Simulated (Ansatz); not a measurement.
Wanted: the native input for an Ansatz 0.2.0 run.

```
Task                : relaxation of cell and atoms
Functional          : BLYP
Potentials or basis : Ansatz PAW
Cutoff              : 420 eV (not typed: the program's choice for these potentials)
k mesh              : 8 × 8 × 8
Occupations         : fermi-dirac, width 0.05 eV
Spin                : no spin polarisation
```

Si:

```
CELL_PARAMETERS angstrom
0.00000 2.72185 2.72185
2.72185 0.00000 2.72185
2.72185 2.72185 0.00000
ATOMIC_POSITIONS crystal
Si 0.50000 0.50000 0.50000
Si 0.75000 0.75000 0.75000
```

One way to write it, as run:

input.yaml

```yaml
crystal:
  lattice:
    - [0.0, 2.7218511865, 2.7218511865]
    - [2.7218511865, 0.0, 2.7218511865]
    - [2.7218511865, 2.7218511865, 0.0]
  atoms:
    - { symbol: Si, position: [0.5, 0.5, 0.5] }
    - { symbol: Si, position: [0.75, 0.75, 0.75] }
hamiltonian:
  xc: blyp
  pseudopotentials: { kind: paw }
kpoints:
  mp_grid: { grid: [8, 8, 8] }
scf:
  occupations: { method: fermi_dirac, width: 0.05 }
output:
  forces: true
  stress: true
  write_density: true
  write_potential: true
  elf: true
  volumetric_format: npy
relax:
  f_tol: 0.01
  max_steps: 40
  cell: { stress_tol: 0.05 }
```

Potentials or basis: Ansatz PAW.

Launch:

```sh
$ ansatz run input.yaml --threads 2 --pin off --max-ram 5632MiB --backend cpu --events-out ev --progress --plain --runs-dir out
```

Results of the run:

- Relaxed volume: 21.16 Å³/atom
- Relaxed cell: a = 3.912 Å, b = 3.912 Å, c = 3.912 Å, α = 60.00°, β = 60.00°, γ = 60.00°
- Space group after relaxing (to 0.05 Å): Fd-3m (No. 227)
- Energy gained by relaxing: 12.7 meV/atom
- Ionic steps: 5
- Pressure after relaxing: 0.0 GPa
- Band gap on the k mesh: 0.91 eV, indirect (least direct gap 2.53 eV)

Caveat: the plane-wave basis is chosen anew once the cell has moved, so the energies of steps on either side of that aren't comparable; the PAW data sets come from PBE, with cores solved anew for the run's functional, which leaves a small shift of forces and pressure.

It took 2.5 s on 2 threads of Intel(R) Xeon(R) Processor @ 2.70GHz (shared host), peak memory 0.33 GiB.
